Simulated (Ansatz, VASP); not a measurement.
## Two plane-wave programs on GaSb

```
CELL_PARAMETERS angstrom
0.00000 2.90045 2.90045
2.90045 0.00000 2.90045
2.90045 2.90045 0.00000
ATOMIC_POSITIONS crystal
Ga 0.00000 0.00000 0.00000
Sb 0.50000 0.50000 0.50000
```

Alike in both runs: functional PBE; k mesh 10 × 10 × 10; occupations fermi-dirac, width 0.05 eV; no spin polarisation.

Ansatz relaxed the structure, and its values are those at the end. VASP's run is a single point on that final structure, the one shown.

|  | VASP | Ansatz |
| --- | --- | --- |
| version | VASP 6.6.1 | Ansatz 0.2.0 |
| potentials or method | VASP PAW PBE potentials, release 64 (Ga_d, Sb) | PAW with Ansatz's default frozen-core files, scalar-relativistic |
| plane-wave cutoff (eV) | 520 | 420 |
| valence electrons in the cell | 18 | 28 |

```csv
,VASP,Ansatz,Ansatz less VASP
pressure (GPa),0.0,0.0,-0.02
```

The two sets of potentials don't hold the same shells in valence.

Spin-orbit coupling is left out, which matters for the levels of Sb.
